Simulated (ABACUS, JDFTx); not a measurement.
Given: the input of a run of ABACUS 3.10.1 on GaN. The cell is a database's computed one, not the measured one.

File INPUT:

```
INPUT_PARAMETERS
suffix              GaN
calculation         scf
basis_type          pw
pseudo_dir          ./
symmetry            1
dft_functional      MGGA_X_R2SCAN+MGGA_C_R2SCAN
ecutwfc             97
pseudo_rcut         10
nspin               1
nbands              19
ks_solver           dav
smearing_method     fd
smearing_sigma      0.00367493
scf_thr             1e-08
scf_nmax            100
mixing_type         broyden
mixing_beta         0.7
cal_force           1
cal_stress          1
mixing_tau          1
out_chg             1
kpar                4
```

The input STRU:

```
ATOMIC_SPECIES
Ga 69.7230 Ga_ONCV_PBE-1.2.upf
N 14.0070 N_ONCV_PBE-1.2.upf

LATTICE_CONSTANT
1.8897261246

LATTICE_VECTORS
0.0000000000 2.2535006075 2.2535006075
2.2535006075 0.0000000000 2.2535006075
2.2535006075 2.2535006075 0.0000000000

ATOMIC_POSITIONS
Direct

Ga
0.0
1
0.0000000000 0.0000000000 0.0000000000 1 1 1

N
0.0
1
0.2500000000 0.2500000000 0.2500000000 1 1 1
```

KPT

```
K_POINTS
0
Gamma
6 6 6 0 0 0
```

Potentials or basis: SG15 ONCV 1.2 PBE, plane waves.

Launch:

```sh
$ OMP_NUM_THREADS=1 mpirun -np 4 abacus > log
```

Problem. What does the same run look like in JDFTx 1.7.0 (patched build)? Potentials or basis there: SG15-PBE-1.2 with smoothed tails, cutoff 1361 eV.

Solution. As run (cutoffs and basis follow the program's own potentials, and thresholds, step limits or extra output files can differ):

File GaN.in:

```
lattice \
    0.0000000000     4.2584989699     4.2584989699 \
    4.2584989699     0.0000000000     4.2584989699 \
    4.2584989699     4.2584989699     0.0000000000
coords-type Cartesian
ion Ga     0.0000000000     0.0000000000     0.0000000000 1
ion N      2.1292494849     2.1292494849     2.1292494849 1

ion-species pseudo/Ga.upf
ion-species pseudo/N.upf
elec-cutoff 50 400
elec-ex-corr mgga-x-r2scan mgga-c-r2scan
kpoint-folding 6 6 6
elec-smearing Fermi 0.0018374661
elec-n-bands 15
electronic-SCF nIterations 100 energyDiffThreshold 1e-09
electronic-minimize nIterations 30 energyDiffThreshold 1e-7
converge-empty-states yes
forces-output-coords Cartesian

dump-name run.$VAR
dump End Ecomponents EigStats BandEigs Kpoints Forces Stress ElecDensity KEdensity
```

Potentials or basis: SG15-PBE-1.2 with smoothed tails.

Launch:

```console
$ jdftx -c 1 -i GaN.in -o GaN.out
```

Both were run:

|  | ABACUS | JDFTx |
| --- | --- | --- |
| Pressure | -3.0 GPa | -3.7 GPa |

ABACUS's potentials were made for PBE. JDFTx's potentials were made for PBE.

Pressure is positive in compression.
